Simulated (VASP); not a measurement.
# HfS2 (P-3m1) in VASP: a series of runs, part 2 of 2

VASP 6.6.1. The steps go on from the part before.

**11. Equation of state, PBE, 22.69 Å³/atom (volume scaled by 0.98)**

The input, INCAR:

```
SYSTEM = HfS2
ALGO = Normal
EDIFF = 1E-7
ENCUT = 520
GGA = PE
ISIF = 2
ISMEAR = -1
LASPH = .True.
LCHARG = .False.
LREAL = .False.
LWAVE = .False.
NBANDS = 18
NELM = 100
PREC = Accurate
SIGMA = 0.05
```

The input, KPOINTS:

```
k-points
0
Gamma
  8 8 5
  0 0 0
```

The input, POSCAR:

```
HfS2
1.0
    3.6152361676      0.0000000000      0.0000000000
   -1.8076180838      3.1308863618      0.0000000000
    0.0000000000      0.0000000000      6.0149198866
Hf S
1 2
Direct
    0.0000000000      0.0000000000      0.0000000000
    0.3333333333      0.6666666667      0.2360479500
    0.6666666667      0.3333333333      0.7639520500
```

Command:

```bash
> cat potpaw_PBE.64/Hf_pv/POTCAR potpaw_PBE.64/S/POTCAR > POTCAR
> mpirun -np 1 vasp_std > vasp.out
```

Wall time 51 s (1 thread of Intel Xeon Platinum 8559C (Emerald Rapids), shared host); peak memory 0.19 GiB.

The run converged. Its results:

```yaml
Free_energy: -22.8893 eV
Pressure: 3.4 GPa
Largest_force: 0.405 eV/Å
Band_gap_on_the_k_mesh: 1.20 eV, indirect (least direct gap 1.92 eV)
```

Caveat: spin-orbit coupling is left out, which moves the levels of the heavy elements; an odd mesh through Γ misses points on the zone boundary, where band edges often lie; this functional lacks dispersion, which binds the layers, so the pressure and a relaxed spacing across them are unreliable.

**12. Equation of state, PBE, 23.62 Å³/atom (volume scaled by 1.02)**

The input, INCAR:

```
PREC     = Accurate       # precision mode
ENCUT    = 520            # plane-wave cutoff, eV
EDIFF    = 1E-7           # SCF threshold, eV
ISMEAR   = -1             # smearing method
SIGMA    = 0.05           # smearing width, eV
LREAL    = F              # projectors in reciprocal space
LASPH    = T              # aspherical terms in the spheres
NELM     = 60             # most SCF steps
ALGO     = Normal         # electronic algorithm
ISIF     = 2              # what is computed and relaxed
LWAVE    = F              # write WAVECAR
LCHARG   = F              # write CHGCAR
GGA      = PE             # functional
NBANDS   = 18             # bands
```

The input, KPOINTS:

```
regular mesh
0
Gamma
  8 8 5
```

The input, POSCAR:

```
HfS2
1.0
    3.6637686188      0.0000000000      0.0000000000
   -1.8318843094      3.1729166974      0.0000000000
    0.0000000000      0.0000000000      6.0956667015
Hf S
1 2
Direct
    0.0000000000      0.0000000000      0.0000000000
    0.3333333333      0.6666666667      0.2360479500
    0.6666666667      0.3333333333      0.7639520500
```

Potentials or basis: VASP PAW PBE potentials, release 64 (Hf_pv, S).

Command:

```bash
> cat potpaw_PBE.64/Hf_pv/POTCAR potpaw_PBE.64/S/POTCAR > POTCAR
> mpirun -np 1 vasp_std > vasp.out
```

Run time: 46 s. Hardware: 1 thread of Intel Xeon Platinum 8559C (Emerald Rapids), shared host; peak memory 0.2 GiB.

It converged, with:

| Quantity | Value |
| --- | --- |
| Free energy | -22.9131 eV |
| Pressure | -0.6 GPa |
| Largest force | 0.089 eV/Å |
| Band gap on the k mesh | 1.24 eV, indirect (least direct gap 1.94 eV) |

Caveat: spin-orbit coupling is left out, which moves the levels of the heavy elements; an odd mesh through Γ misses points on the zone boundary, where band edges often lie; this functional lacks dispersion, which binds the layers, so the pressure and a relaxed spacing across them are unreliable.

**13. Equation of state, PBE, 24.08 Å³/atom (volume scaled by 1.04)**

The input, INCAR:

```
SYSTEM = HfS2
PREC = Accurate
ENCUT = 520
EDIFF = 1E-7
ISMEAR = -1
SIGMA = 0.05
LREAL = .FALSE.
LASPH = .TRUE.
NELM = 80
ALGO = Normal
ISIF = 2
LWAVE = .FALSE.
LCHARG = .FALSE.
GGA = PE
NBANDS = 18
```

The input, KPOINTS:

```
regular mesh
0
G
  8 8 5
  0 0 0
```

The input, POSCAR:

```
HfS2
1.0
    3.6875599907      0.0000000000      0.0000000000
   -1.8437799954      3.1935206299      0.0000000000
    0.0000000000      0.0000000000      6.1352500619
Hf S
1 2
Direct
    0.0000000000      0.0000000000      0.0000000000
    0.3333333333      0.6666666667      0.2360479500
    0.6666666667      0.3333333333      0.7639520500
```

Command:

```bash
> cat potpaw_PBE.64/Hf_pv/POTCAR potpaw_PBE.64/S/POTCAR > POTCAR
> mpirun -np 1 vasp_std > vasp.out
```

Wall time 45 s (1 thread of Intel Xeon Platinum 8559C (Emerald Rapids), shared host); peak memory 0.2 GiB.

It converged, with:

```yaml
Free_energy: -22.9012 eV
Pressure: -2.2 GPa
Largest_force: 0.310 eV/Å
Band_gap_on_the_k_mesh: 1.25 eV, indirect (least direct gap 1.94 eV)
```

Caveat: spin-orbit coupling is left out, which moves the levels of the heavy elements; an odd mesh through Γ misses points on the zone boundary, where band edges often lie; this functional lacks dispersion, which binds the layers, so the pressure and a relaxed spacing across them are unreliable.

**14. Equation of state, PBE, 24.55 Å³/atom (volume scaled by 1.06)**

The input, INCAR:

```
PREC = Accurate ; ENCUT = 520
EDIFF = 1E-7 ; ISMEAR = -1
SIGMA = 0.05 ; LREAL = F
LASPH = T ; NELM = 80
ALGO = Normal ; ISIF = 2
LWAVE = F ; LCHARG = F
GGA = PE ; NBANDS = 18
```

The input, KPOINTS:

```
Automatic mesh
0
Gamma
  8 8 5
```

The input, POSCAR:

```
HfS2
1.0
    3.7110482672      0.0000000000      0.0000000000
   -1.8555241336      3.2138620741      0.0000000000
    0.0000000000      0.0000000000      6.1743291414
Hf S
1 2
Direct
    0.0000000000      0.0000000000      0.0000000000
    0.3333333333      0.6666666667      0.2360479500
    0.6666666667      0.3333333333      0.7639520500
```

Command:

```bash
> cat potpaw_PBE.64/Hf_pv/POTCAR potpaw_PBE.64/S/POTCAR > POTCAR
> mpirun -np 1 vasp_std > vasp.out
```

Wall time 42 s (1 thread of Intel Xeon Platinum 8559C (Emerald Rapids), shared host); peak memory 0.2 GiB.

It converged, with:

* Free energy: -22.8753 eV
* Pressure: -3.8 GPa
* Largest force: 0.516 eV/Å
* Band gap on the k mesh: 1.27 eV, indirect (least direct gap 1.94 eV)

Caveat: spin-orbit coupling is left out, which moves the levels of the heavy elements; an odd mesh through Γ misses points on the zone boundary, where band edges often lie; this functional lacks dispersion, which binds the layers, so the pressure and a relaxed spacing across them are unreliable.

**15. Equation of state, PBE**

Potentials or basis: VASP PAW PBE potentials, release 64 (Hf_pv, S).

This step only gathers the single runs of the series.

Results:

| Item | Value |
| --- | --- |
| Equilibrium volume | 23.49 Å³/atom |
| Bulk modulus at fixed shape and positions | 92 GPa |
| Pressure derivative of the bulk modulus | 4.1 |

Energy against volume, from the lowest point:
```csv
volume (Å³/atom),energy (meV/atom)
21.768,40.94
22.231,20.98
22.694,7.93
23.157,1.14
23.620,0.00
24.084,3.99
24.547,12.60
```

Caveat: the cell was scaled at fixed shape and fractional positions, which overstates the stiffness of a crystal with free parameters, most of all of layers and chains; this functional lacks dispersion, which binds the layers, so the pressure and a relaxed spacing across them are unreliable. Spin-orbit coupling is left out, which matters for the levels of Hf.
